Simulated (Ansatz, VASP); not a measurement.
## Cross-check of H5C3 (C wire along [100], 6 atoms a period, H-terminated) between VASP and Ansatz

Wanted: the spread between two codes on one cell, functional and k mesh. The structure shown is the start of the Ansatz relaxation below; VASP solves that cell, so the two are compared at the walk's first step.

Main program and level: Ansatz 0.2.0; plane waves, with VASP 6.6.1 beside it; single point at PBE.

## (1) The structure

The cell holds 16 atoms: 6 C and 10 H. Its edges and angles: a = 10.771 Å, b = 10.771 Å, c = 3.570 Å, α = 90.0°, β = 90.0°, γ = 90.0°. Vacuum lies along a and b. The structure's axis is c.

Coordinates:

```cif
data_structure
_symmetry_space_group_name_H-M 'P 1'
_symmetry_Int_Tables_number 1
_cell_length_a 10.7710
_cell_length_b 10.7710
_cell_length_c 3.5700
_cell_angle_alpha 90.000
_cell_angle_beta 90.000
_cell_angle_gamma 90.000
_cell_volume 414.17
loop_
_atom_site_label
_atom_site_type_symbol
_atom_site_fract_x
_atom_site_fract_y
_atom_site_fract_z
_atom_site_occupancy
C1 C 0.54142 0.54142 0.00000 1
C2 C 0.45856 0.45856 0.25000 1
C3 C 0.37570 0.54142 0.50000 1
C4 C 0.54142 0.37570 0.50000 1
C5 C 0.45856 0.62428 0.75000 1
C6 C 0.62428 0.45856 0.75000 1
H7 H 0.39852 0.39852 0.06887 1
H8 H 0.60145 0.60145 0.18113 1
H9 H 0.31566 0.60145 0.31887 1
H10 H 0.60145 0.31566 0.31887 1
H11 H 0.51859 0.68432 0.56887 1
H12 H 0.68432 0.51859 0.56887 1
H13 H 0.31566 0.48139 0.68113 1
H14 H 0.48139 0.31566 0.68113 1
H15 H 0.39852 0.68432 0.93113 1
H16 H 0.68432 0.39852 0.93113 1
```

## (2) Ansatz: relaxation, PBE

Ansatz runs on its PAW soft_1 files.

The two programs are compared at the cell with which this relaxation starts, whose forces are those of its first step.

Contents of input.yaml:

```yaml
crystal:
  lattice:
    - [10.771, 0.0, 0.0]
    - [0.0, 10.771, 0.0]
    - [0.0, 0.0, 3.57]
  atoms:
    - { symbol: C, position: [0.541419766, 0.541419766, 0.0] }
    - { symbol: H, position: [0.398523814, 0.398523814, 0.068870504] }
    - { symbol: H, position: [0.601454331, 0.601454331, 0.181129496] }
    - { symbol: C, position: [0.458558379, 0.458558379, 0.25] }
    - { symbol: H, position: [0.315662427, 0.601454331, 0.318870504] }
    - { symbol: H, position: [0.601454331, 0.315662427, 0.318870504] }
    - { symbol: C, position: [0.375696992, 0.541419766, 0.5] }
    - { symbol: C, position: [0.541419766, 0.375696992, 0.5] }
    - { symbol: H, position: [0.518592944, 0.684315718, 0.568870504] }
    - { symbol: H, position: [0.684315718, 0.518592944, 0.568870504] }
    - { symbol: H, position: [0.315662427, 0.481385201, 0.681129496] }
    - { symbol: H, position: [0.481385201, 0.315662427, 0.681129496] }
    - { symbol: C, position: [0.458558379, 0.624281153, 0.75] }
    - { symbol: C, position: [0.624281153, 0.458558379, 0.75] }
    - { symbol: H, position: [0.398523814, 0.684315718, 0.931129496] }
    - { symbol: H, position: [0.684315718, 0.398523814, 0.931129496] }
kpoints:
  mp_grid: { grid: [1, 1, 23] }
scf:
  occupations: { method: fermi_dirac, width: 0.05 }
hamiltonian:
  xc: pbe
  pseudopotentials: { kind: paw, azcp: { folder: soft_1 } }
relax:
  cell: { fix: [a, b, alpha, beta, gamma] }
  max_steps: 45
  f_tol: 0.03
```

Started as:

```console
$ ansatz run input.yaml --threads 4 --pin off --max-ram 16384MiB --backend cpu --events-out ev --progress --plain --runs-dir out
```

Numbers of over 12 decimals in the logs are rounded to 6 here.

The program printed:

```text
Engine: ansatz 0.2.0, aarch64-unknown-linux-gnu
Pseudopotentials: kind: paw
Pseudopotential: C, paw, valence charge 4, recommended cutoff 420 eV (normal), soft_1/C.paw.azcp
Pseudopotential: H, paw, valence charge 1, recommended cutoff 420 eV (normal), soft_1/H.paw.azcp
Functional definition: PBE
  parameter kappa = 0.804
  parameter beta = 0.066725
  exchange = pbe_x(kappa = kappa, mu = beta*pi^2/3)
  correlation = pbe_c(beta = beta)
Crystal: 16 atoms, lattice volume = 414.172 Å³
Basis set: ecut = 420 eV, 7983 PW (Γ), exchange–correlation on 144×144×48 points (8 copies of the dense FFT grid, shifted against one another)
Bands: 33, of which v1, the nominal top of the filled ones, is band 17 counted from 1 (16 counted from 0)
Symmetry: 4 space group operations
Space group: C2/m (ITA 12), of the structure as read, at distance tolerance 7.5e-5 Å
k-points: 12 of 23
Non-local potential: C, projectors of the file, l = 0: 2, l = 1: 2, l = 2: 1
Non-local potential: H, projectors of the file, l = 0: 2, l = 1: 1
PAW form: soft (Blöchl's): semilocal exchange-correlation on the pseudo side does not see the compensation charge
PAW one-centre angular grid: C, 110 points (default); XC on 64 Gauss nodes
PAW one-centre angular grid: H, 110 points (default); XC on 64 Gauss nodes
Initial density: superposition of atomic densities (neutral atoms: chi_scale 0, normalization atom)
Initial wavefunctions: pseudopotential atomic-orbital guess
Functional: x = pbe(κ = 0.804, μ = 0.219515), c = pbe(β = 0.066725)
SCF iter   1: F=—  HF=-1673.761761 eV  |F-HF|=—  |Δ(HF+E_count)|=         —  Δρ=6.55e-2  dr2=2.21e1  ethr=3.10e-3  ⟨swp⟩=8.2  Hψ=2396  notcnv=0  defer=7
preconditioner: auto → Resta (q_TF=auto, 1.799 Å⁻¹)  ε∞=1.4  [insulator: Δε(μ)=8.347 eV  Ē_g=16.688 eV  σ=0.050 eV  W_gap=1.00  n_scr=30 (ndim 8)  ℏωp=10.6 eV  f_vac=0.635  D(μ)=0.00/eV (n_scr^D=0)  ε∞_Penn≈1.4  vacuum switching on, ρ_ref=2.0e-2 e/Å³]
SCF iter   2: F=—  HF=-1666.797010 eV  |F-HF|=—  |Δ(HF+E_count)|=    6.96e0  Δρ=2.97e-2  dr2=2.21e0  ethr=3.10e-3  ⟨swp⟩=4.0  Hψ=1015  notcnv=0  defer=104
SCF iter   3: F=—  HF=-1666.214266 eV  |F-HF|=—  |Δ(HF+E_count)|=   5.83e-1  Δρ=1.07e-2  dr2=3.24e-1  ethr=3.10e-3  ⟨swp⟩=2.0  Hψ=587  notcnv=0  defer=104
SCF iter   4: F=—  HF=-1666.132974 eV  |F-HF|=—  |Δ(HF+E_count)|=   8.13e-2  Δρ=1.25e-3  dr2=5.72e-3  ethr=9.52e-4  ⟨swp⟩=4.1  Hψ=715  notcnv=0  defer=104
SCF iter   5: F=—  HF=-1666.132939 eV  |F-HF|=—  |Δ(HF+E_count)|=   3.48e-5  Δρ=4.21e-4  dr2=7.14e-4  ethr=1.68e-5  ⟨swp⟩=2.0  Hψ=509  notcnv=0  defer=104
SCF iter   6: F=—  HF=-1666.132935 eV  |F-HF|=—  |Δ(HF+E_count)|=   4.42e-6  Δρ=1.32e-4  dr2=3.80e-5  ethr=2.10e-6  ⟨swp⟩=2.0  Hψ=480  notcnv=0  defer=104
SCF iter   7: F=—  HF=-1666.133197 eV  |F-HF|=—  |Δ(HF+E_count)|=   2.62e-4  Δρ=2.74e-5  dr2=1.91e-6  ethr=1.12e-7  ⟨swp⟩=2.0  Hψ=589  notcnv=0  defer=104
SCF iter   8: F=-1666.133199 eV  HF=-1666.133199 eV  |F-HF|=7.12e-8  |Δ(HF+E_count)|=   1.60e-6  Δρ=6.31e-6  dr2=8.36e-8  ethr=2.94e-10  ⟨swp⟩=3.6  Hψ=1364  notcnv=0
SCF 1 converged in 8 iterations: F = -1666.133199 eV  dr2 = 8.36e-8
  greatest PAW one-centre occupation: 0.648 electrons in one spin orbital (limit 2), on the C atom at site 13 (counted from 0), in its partial waves of l = 0
relax step   1: F+E_penalty+E_count = -1666.13319868 eV  Δ(F+E_penalty+E_count) = +0.000e0 eV  max|allowed force component| = 6.064e-1 eV/Å  Δτ_max = 0.0000 Å  P = -0.471 GPa  Ω = 414.172 Å³  fix = [a, b, alpha, beta, gamma]  reactions: a -1.004, b -1.004 GPa; alpha +0.055, beta +0.055, gamma +0.521 GPa/rad  (8 SCF iters, dr2 threshold 1.00e-7 eV, accepted)
[...]
relax step   6: F+E_penalty+E_count = -1666.56482724 eV  Δ(F+E_penalty+E_count) = -3.495e-2 eV  max|allowed force component| = 1.355e-2 eV/Å  Δτ_max = 0.0000 Å  P = +0.057 GPa  Ω = 447.714 Å³  fix = [a, b, alpha, beta, gamma]  reactions: a -0.001, b -0.001 GPa; alpha -0.014, beta -0.014, gamma +0.014 GPa/rad  stress off target by 1.75e-1 GPa on what of the cell is left free  SCF on the basis re-selected at this cell (its energy is not comparable with the rows above)  (7 SCF iters)
[...]
relax step   7: F+E_penalty+E_count = -1666.56515203 eV  Δ(F+E_penalty+E_count) = -3.248e-4 eV  max|allowed force component| = 1.133e-2 eV/Å  Δτ_max = 0.0108 Å  P = +0.011 GPa  Ω = 450.514 Å³  energy of the carried Pulay correction = -1.508e-3 eV  fix = [a, b, alpha, beta, gamma]  reactions: a +0.008, b +0.008 GPa; alpha -0.002, beta -0.002, gamma +0.003 GPa/rad  (6 SCF iters, dr2 threshold 7.65e-8 eV, accepted)
[...]
relax step   8: F+E_penalty+E_count = -1666.56675223 eV  Δ(F+E_penalty+E_count) = -1.600e-3 eV  max|allowed force component| = 1.108e-2 eV/Å  Δτ_max = 0.0000 Å  P = +0.012 GPa  Ω = 450.514 Å³  fix = [a, b, alpha, beta, gamma]  reactions: a +0.006, b +0.006 GPa; alpha -0.002, beta -0.002, gamma +0.003 GPa/rad  stress off target by 2.17e-2 GPa on what of the cell is left free  SCF on the basis re-selected at this cell (its energy is not comparable with the rows above)  (6 SCF iters)
basis re-selected at this cell: Δ(F+E_penalty+E_count) = -1.600e-3 eV, ΔP = +0.001 GPa vs the last step (what re-selecting the basis moved, of the pressure what is left beyond the Pulay correction that the steps carried, after the strain that the cell walked since its last selection, with what the two solves' SCF thresholds leave and, on support functions, any second-order correction that the steps lacked; it is no m [...]
SCF converged after 6 iterations
Free energy (F): -1666.566752 eV
Harris-Foulkes:  -1666.566752 eV  (|F-HF|=6.65e-10)
Internal energy: -1666.566752 eV  (E = F + TS)
E sigma→0 (E₀):  -1666.566752 eV
Fermi energy:    -1.993535 eV
--- Per-component energies (eV) ---
  E_band       = -336.764561
  E_kinetic    = 673.131298
  E_local      = -5961.469601  (includes V_loc(G=0)·N_el)
  E_nonlocal   = 144.304137
  E_hartree    = 2664.255937
  E_xc         = -374.099167
  E_vxc        = -466.153607  (∫ρ·V_xc dr)
  E_paw        = -606.855566  (= ΣΔE_a)
  E_vpaw       = -55.077745  (= ΣTr[D̂ρ^β])
  E_aug_tail   = -0.010747  (compensation charges beyond the density's cutoff)
  E_ewald      = 1794.176955
  E_smearing   = -0.000000  (= −TS)
  E_closure    = -0.000000  (closes the sum)
  Σ components = -1666.566752   (vs F -1666.566752, Δ=0.00e0)
--- Forces (eV/Å), atoms counted from 1 ---
  atom   1  C     -0.00171034    -0.00171034    -0.01108254
  atom   2  H     -0.00277093    -0.00277093     0.00098476
  atom   3  H      0.00277093     0.00277093    -0.00098476
  atom   4  C      0.00171034     0.00171034     0.01108254
  atom   5  H     -0.00478487     0.00515312    -0.00110961
  atom   6  H      0.00515312    -0.00478487    -0.00110961
  atom   7  C      0.00264156    -0.00399494    -0.00160534
  atom   8  C     -0.00399494     0.00264156    -0.00160534
  atom   9  H      0.00163755    -0.00255182     0.00318263
  atom  10  H     -0.00255182     0.00163755     0.00318263
  atom  11  H      0.00255182    -0.00163755    -0.00318263
  atom  12  H     -0.00163755     0.00255182    -0.00318263
  atom  13  C      0.00399494    -0.00264156     0.00160534
  atom  14  C     -0.00264156     0.00399494     0.00160534
  atom  15  H     -0.00515312     0.00478487     0.00110961
  atom  16  H      0.00478487    -0.00515312     0.00110961
  max |Σ_I F_I| component: 1.73e-18 eV/Å
--- Stress (GPa, compression-positive) ---
        0.006444      -0.002649       0.002442
       -0.002649       0.006444       0.002442
        0.002443       0.002443       0.021706
  P = ⅓ Tr σ = 0.0115 GPa (0.115 kbar)
--- Relaxed structure (6 steps of the walk, 6 accepted, 2 SCFs on fresh bases) ---
  F+E_penalty+E_count = -1666.56675223 eV   max|allowed force component| = 1.108e-2 eV/Å   (the final SCF, on the basis selected at the relaxed cell)
  cell:  # Å, volume = 450.5135 Å³
    - [10.771, 0, 0]
    - [0, 10.771, 0]
    - [0, 0, 3.883254]
  atoms:
    - { symbol: C, position: [0.537834, 0.537834, -0.00966813] }
    - { symbol: H, position: [0.399594, 0.399594, 0.117109] }
    - { symbol: H, position: [0.600384, 0.600384, 0.132891] }
    - { symbol: C, position: [0.462144, 0.462144, 0.259668] }
    - { symbol: H, position: [0.321451, 0.606375, 0.341481] }
    - { symbol: H, position: [0.606375, 0.321451, 0.341481] }
    - { symbol: C, position: [0.380288, 0.543964, 0.494638] }
    - { symbol: C, position: [0.543964, 0.380288, 0.494638] }
    - { symbol: H, position: [0.517118, 0.684573, 0.615931] }
    - { symbol: H, position: [0.684573, 0.517118, 0.615931] }
    - { symbol: H, position: [0.315405, 0.482860, 0.634069] }
    - { symbol: H, position: [0.482860, 0.315405, 0.634069] }
    - { symbol: C, position: [0.456014, 0.619690, 0.755362] }
    - { symbol: C, position: [0.619690, 0.456014, 0.755362] }
    - { symbol: H, position: [0.393603, 0.678527, 0.908519] }
    - { symbol: H, position: [0.678527, 0.393603, 0.908519] }
```

The column dr2 measures how far the density is from self-consistency, as an energy; F and HF (Harris–Foulkes) agree once it is small.

[end of part 1 of 2]

[Lines on the potential files, build, host, timing and source positions are cut from VASP's logs without a mark.]

[Logs are printed without paths, hosts, clocks, repeated set-up lines and the standing remarks that a program may print on its own settings, such as how far it seeks lower states.]

[Hosts, paths, dates, database ids (printed as entryN), source tags and the programs' standing remarks are cut or masked in the printed files.]
